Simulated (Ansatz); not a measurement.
# Perturbing SiC

Base: an entry of the Crystallography Open Database (COD) whose atoms were relaxed with PBE, the cell held.

```xyz
16
Lattice="3.0790 0.0000 0.0000 -1.5395 2.6665 0.0000 0.0000 0.0000 20.1460" Properties=species:S:1:pos:R:3 pbc="T T T"
Si    0.0000    1.7777    5.0386
Si    1.5395    0.8888   15.1116
Si    0.0000    1.7777   12.5913
Si    1.5395    0.8888    2.5183
Si    0.0000    0.0000    0.0020
Si    0.0000    0.0000   10.0750
Si    0.0000    1.7777   17.6313
Si    1.5395    0.8888    7.5583
C     0.0000    1.7777   19.5197
C     1.5395    0.8888    9.4467
C     0.0000    0.0000    1.8911
C     0.0000    0.0000   11.9641
C     0.0000    1.7777    6.9327
C     1.5395    0.8888   17.0057
C     0.0000    1.7777   14.4793
C     1.5395    0.8888    4.4063
```

Atoms are numbered from 1 in the order listed; like atoms form one site, named after its first atom.

All values are calculated (Ansatz; DFT, PBE, plane waves and PAW (field gradients read without the response of the frozen cores, which leaves them typically 4 to 6 % off), scalar-relativistic, 420 eV cutoff, Γ-centred 10×10×2 k-points, Fermi–Dirac smearing 0.02 eV), not measured.

Gradients in 10²¹ V/m², for some of the sites:

```
site  atoms  V_zz base  η base  V_zz variant  η variant
 Si1      1     -0.086    0.00         -0.12       0.00
 Si2      2     -0.086    0.00         -1.25       0.83
 Si3      3       0.17    0.00          0.17       0.05
 Si4      4       0.17    0.00          0.13       0.01
 Si5      5       0.13    0.00         0.093       0.09
 Si6      6       0.13    0.00         0.094       0.00
 Si7      7       0.20    0.00          0.16       0.48
 Si8      8       0.20    0.00          0.17       0.00
 C10     10      0.020    0.00         0.028       0.03
 C11     11      0.018    0.00         0.026       0.01
 C12     12      0.018    0.00         0.033       0.01
 C13     13       0.21    0.00          0.22       0.00
 C14     14       0.21    0.00          0.12       0.07
 C15     15      0.056    0.00          0.16       0.47
```

Q: Which change was made?
A. x and y compressed by 3 %, ions at fixed fractional positions
B. atom 2 (Si) moved by 0.05 Å along (0.038, 0.026, 0.020) Å
C. volume scaled by 1.03, ions at fixed fractional positions
D. volume scaled by 0.96, ions at fixed fractional positions

A: B. It leaves 16 symmetry-distinct sites where the base has 8, which no other option does. The largest change of V_zz along a kept axis is on C15, from 0.056 to 0.16. The whole tensor moves most on Si2, by 1.24 along its most changed direction. Small gradients that grow severalfold: Si2 (-0.086 to -1.25). Where |V_zz| stays above 0.1 and the axes keep their order, η moves most on Si7, from 0.00 to 0.48. On Si2 the largest principal value lies along another axis in the second run, so the two V_zz can't be compared directly. The table leaves out 2 of the 16 sites, with |V_zz| up to 0.07; their tensors move by 0.01 at most along any direction. The statements above cover all sites.

For the variant: The atoms aren't relaxed after the move (largest force 1.1 eV/Å).
